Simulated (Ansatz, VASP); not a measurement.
Two plane-wave programs on Br

```
Br
1.0
     3.44006   -2.10106    0.00000
     3.44006    2.10106    0.00000
     0.00000    0.00000    8.47655
Br
4
Direct
  0.15387 0.84613 0.11913
  0.65387 0.34613 0.38087
  0.84613 0.15387 0.88087
  0.34613 0.65387 0.61913
```

Alike in both runs: functional PBE; dispersion D3(BJ); k mesh 6 × 6 × 4; occupations gaussian, width 0.1 eV; no spin polarisation.

Ansatz relaxed the structure, and its values are those at the end. VASP's run is a single point on that final structure, the one shown.

|  | VASP | Ansatz |
| --- | --- | --- |
| version | VASP 6.6.1 | Ansatz 0.2.0 |
| potentials or method | VASP PAW PBE potentials, release 64 (Br) | scalar-relativistic, plane waves, PAW |
| plane-wave cutoff (eV) | 520 | 420 |
| valence electrons in the cell | 28 | 28 |

```csv
,VASP,Ansatz,Ansatz less VASP
gap on the k mesh at the Fermi level (eV),1.37,1.37,-0.001
least direct gap on the mesh (eV),1.49,1.49,-0.002
pressure (GPa),0.1,0.1,-0.01
rms of the force components (eV/Å),0.009,0.012,+0.0023
```

A k mesh can miss the band edges.
